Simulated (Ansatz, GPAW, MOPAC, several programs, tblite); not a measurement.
**What each method gives for SnO2 (2H monolayer)**

SnO2 (2H monolayer), relaxed with r2SCAN in Ansatz, was computed with several methods. The sheet's in-plane cell has a = 3.062 Å, b = 3.062 Å (γ = 120.0°), and its outermost atoms lie 2.42 Å apart along the normal. Sn is surrounded by 6 O at 2.14 Å; O is surrounded by 3 Sn at 2.14 Å. These are computed values for a spin-unpolarised cell that may be hypothetical; none is a measurement.

```cif
data_structure
_symmetry_space_group_name_H-M 'P 1'
_symmetry_Int_Tables_number 1
_cell_length_a 3.0621
_cell_length_b 3.0621
_cell_length_c 28.8864
_cell_angle_alpha 90.000
_cell_angle_beta 90.000
_cell_angle_gamma 120.000
_cell_volume 234.56
loop_
_atom_site_label
_atom_site_type_symbol
_atom_site_fract_x
_atom_site_fract_y
_atom_site_fract_z
_atom_site_occupancy
Sn1 Sn 0.33333 0.66667 0.31157 1
O1 O 0.66667 0.33333 0.35337 1
O2 O 0.66667 0.33333 0.26976 1
```
Two periodic directions, a and b.

Gaps and times are for a single point on this cell. Times are rough, from shared hosts (Arm Neoverse V1), and each method has its own mesh and cell size. PM6 (MOPAC), PM7 (MOPAC), GFN1-xTB (tblite), GFN2-xTB (tblite) treat a cluster of cells at its zone centre, which samples few k points: where these miss a band edge, the gap comes out too large for that reason alone. Gaps from k meshes are read at a limited set of points (mesh, symmetry points, PBE's band edges), so each method's own least gap may be somewhat smaller. xTB and the PM methods were fitted mostly to molecules, and can miss a solid's gap by electronvolts. Minimal bases can be far off for gaps. GLLB-SC's gap includes the derivative discontinuity. d marks a direct gap, i an indirect one (no mark: not told apart), a dash a value that wasn't computed or didn't pass its checks.

| method | kind | gap (eV) | atoms computed | processor time |
| --- | --- | --- | --- | --- |
| PM7 (MOPAC) | semi-empirical | 8.31 | 48 | 0.5 s |
| PM6 (MOPAC) | semi-empirical | 7.95 | 48 | 0.5 s |
| GFN1-xTB (tblite) | tight binding | 1.61 | 48 | 1.1 s |
| GFN2-xTB (tblite) | tight binding | 1.63 | 48 | 2.7 s |
| light PBE (260 eV and a coarse mesh) | light plane-wave | 0.62 i | 3 | 3.2 s |
| PBE/single zeta (GPAW) | small basis | 0.47 i | 3 | 4.6 s |
| PBE | semilocal | 0.67 i | 3 | 12 s |
| r2SCAN | semilocal | 1.04 i | 3 | 27 s |
| GLLB-SC (GPAW) | model potential | 2.21 | 3 | 40 s |

Against r2SCAN (1.04 eV) and with closed or daggered gaps left aside, the nearest gap at the points sampled is that of PBE (-0.37 eV) and the farthest that of PM7 (MOPAC) (+7.27 eV). r2SCAN is only a yardstick of convenience: semilocal gaps usually lie below measured ones, which GLLB-SC and hybrids aim to mend.

No spin-orbit coupling is included; it can move band edges with weight on the heavy atoms by tenths of an eV.
